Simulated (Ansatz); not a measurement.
Input and command of a plane-wave DFT calculation in Ansatz:

```yaml
crystal:
  lattice:
    - [3.8802460809, 0.0, 0.0]
    - [-1.9401230405, 3.360391679, 0.0]
    - [0.0, 0.0, 4.7170865179]
  atoms:
    - { symbol: Al, position: [0.0, 0.0, 0.0] }
    - { symbol: Al, position: [0.3333333333, 0.6666666667, 0.6472733671] }
    - { symbol: Al, position: [0.6666666667, 0.3333333333, 0.3527266329] }
    - { symbol: Ni, position: [0.3333333333, 0.6666666667, 0.1469330024] }
    - { symbol: Ni, position: [0.6666666667, 0.3333333333, 0.8530669976] }
basis:
  ecutwfc: 500
kpoints:
  mp_grid: { grid: [12, 12, 8] }
hamiltonian:
  xc: r2scan
scf:
  occupations: { method: gaussian, width: 0.1 }
output:
  forces: true
  stress: true
  eigenvalues: true
  write_density: true
  write_potential: true
  elf: true
  volumetric_format: npy
relax:
  adjacent_minimum: "off"
  f_tol: 0.01
  max_steps: 30
  cell: { stress_tol: 0.1, fix: [volume] }
```

```bash
ansatz run input.yaml --threads 1 --pin off --max-ram 2560MiB --backend cpu --events-out ev --progress --plain --runs-dir out
```

Processor: Intel(R) Xeon(R) Processor @ 2.50GHz (Skylake/Cascade Lake), 1 thread, on a host shared with other jobs.

How long does it run, and how much memory does it take?

About 3.4 min on 1 thread of Intel(R) Xeon(R) Processor @ 2.50GHz (Skylake/Cascade Lake) (shared host), peak memory 0.68 GiB. It solves 28 bands at 131 k points (the mesh reduced by the symmetry that the task leaves, which can be less than the crystal's) with about 1559 plane waves, in 26 SCF iterations over 4 ionic steps.
